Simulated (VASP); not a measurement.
Here is a VASP 6.6.1 calculation.

The input INCAR:

```
SYSTEM = Ti3HSe3
PREC = Accurate ; ENCUT = 520
EDIFF = 1E-6 ; ISMEAR = -1
SIGMA = 0.05 ; LREAL = .FALSE.
LASPH = .TRUE. ; NELM = 100
ALGO = Fast ; ISIF = 2
LWAVE = .FALSE. ; LCHARG = .TRUE.
LELF = .TRUE. ; LVHAR = .TRUE.
NBANDS = 68
```

KPOINTS

```
Automatic mesh
0
G
  2 2 1
  0 0 0
```

File POSCAR:

```
Ti3HSe3
1.0
    5.9394410000      0.0000000000      0.0000000000
   -2.9697210000      6.9790320000      0.0000000000
    0.0000000000      0.0000000000     16.5705590000
Ti Se H
6 6 2
Direct
    0.0000000000      0.0000000000      0.0603479943
    0.8098887257      0.5179228294      0.1188855488
    0.5461847614      0.0501502214      0.1507130810
    0.3159094624      0.5851814406      0.2067341241
    0.1657995817      0.1409077935      0.2099567070
    0.8542016320      0.6476972738      0.2760136215
    0.2158804371      0.7650917778      0.0854225859
    0.3916228590      0.2982505310      0.0743607986
    0.7445039586      0.8114019251      0.1705434319
    0.8882946838      0.3272946735      0.2275360777
    0.3079013672      0.9021594972      0.2794051788
    0.4056226398      0.4072341265      0.3227591779
    0.7078767816      0.8148551260      0.3246239309
    0.8104048309      0.8449452589      0.3584851905
```

Potentials or basis: VASP PAW LDA potentials, release 64 (Ti_sv, Se, H).

Command:

```sh
$ cat potpaw_LDA.64/Ti_sv/POTCAR potpaw_LDA.64/Se/POTCAR potpaw_LDA.64/H/POTCAR > POTCAR
$ mpirun -np 1 vasp_std > vasp.out
```

What does it give for the largest force?

1.640 eV/Å.

Predict the band gap on the k mesh.

none (metal or under the smearing width).

Forces in eV/Å, atoms in the order of the input:
```
Ti   1.262  0.237  1.020
Ti  -0.086  0.347  0.545
Ti  -0.593  0.114 -0.470
Ti  -0.562  0.389  0.329
Ti  -0.453  0.129 -0.174
Ti   0.334 -1.325  0.543
Se   0.014 -0.230 -1.179
Se  -0.241 -0.472  0.529
Se   0.309  0.530 -0.503
Se  -0.397  0.545  0.127
Se  -0.123 -0.645  0.156
Se   0.501  0.534 -0.818
H   -0.525 -0.025 -0.198
H    0.558 -0.126  0.093
```

Caveat: the k mesh is coarse (spacing up to 0.57 Å⁻¹), so the values aren't converged.
